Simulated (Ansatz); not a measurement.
# CdTe: the cost of one run

Program: Ansatz 0.2.0. Level of theory: DFT PBE, scalar-relativistic. These are calculated values, not measurements.

## (1) The starting structure

The structure is orthorhombic, space group Cmcm (No. 63). Conventional cell: a = 6.131 Å, b = 6.189 Å, c = 6.091 Å, α = 90.00°, β = 90.00°, γ = 90.00°. Cd (site symmetry m2m) is surrounded by 6 Te at 3.03 to 3.16 Å. Te (site symmetry m2m) has 6 Cd at 3.03 to 3.16 Å as nearest neighbours.

Coordinates:

```cif
data_structure
_symmetry_space_group_name_H-M 'Cmcm'
_symmetry_Int_Tables_number 63
_cell_length_a 6.1306
_cell_length_b 6.1892
_cell_length_c 6.0907
_cell_angle_alpha 90.000
_cell_angle_beta 90.000
_cell_angle_gamma 90.000
_cell_volume 231.10
loop_
_atom_site_label
_atom_site_type_symbol
_atom_site_symmetry_multiplicity
_atom_site_Wyckoff_symbol
_atom_site_fract_x
_atom_site_fract_y
_atom_site_fract_z
_atom_site_occupancy
Cd1 Cd 4 c 0.50000 0.22297 0.75000 1
Te1 Te 4 c 0.50000 0.73386 0.75000 1
```

The file gives the conventional cell by its symmetry; the runs use the cell typed in the input.

Atoms are numbered in the order of the input: Cd1, Cd2, Te3, Te4.

## (2) After the deformation

Space group Cmcm before, Cmcm after.

## (3) Full-potential LAPW

Input file input.yaml:

```yaml
crystal:
  lattice:
    - [3.065291, -3.094609, 0.0]
    - [3.065291, 3.094609, 0.0]
    - [0.0, 0.0, 6.21246504]
  atoms:
    - { symbol: Cd, position: [0.27703, 0.72297, 0.75] }
    - { symbol: Cd, position: [0.72297, 0.27703, 0.25] }
    - { symbol: Te, position: [0.766137, 0.233863, 0.75] }
    - { symbol: Te, position: [0.233863, 0.766137, 0.25] }
kpoints:
  mp_grid: { grid: [9, 9, 6] }
  band_path:
    path:
      - [0.0, 0.0, 0.0]
      - [-0.5, 0.5, 0.0]
      - [-0.4952854913, 0.5047145087, 0.0]
      - [0.4952854913, 0.4952854913, 0.0]
      - [0.0, 0.0, 0.0]
      - [0.0, 0.0, 0.5]
      - [0.4952854913, 0.4952854913, 0.5]
      - [-0.4952854913, 0.5047145087, 0.5]
      - [-0.5, 0.5, 0.5]
    npoints: 5
scf:
  occupations: { method: fermi_dirac, width: 0.05 }
hamiltonian:
  xc: pbe
  pseudopotentials: { kind: all_electron, lapw: { basis_error: 0.001 } }
output:
  forces: true
  stress: true
  eigenvalues: true
```

Launch:

```sh
$ ansatz run input.yaml --threads 1 --pin off --max-ram 4096MiB --backend cpu --events-out ev --progress --plain --runs-dir out
```

What time and memory should one allow on 1 thread of Arm Neoverse V2, shared host?

About 96 s, with a peak of 0.92 GiB.
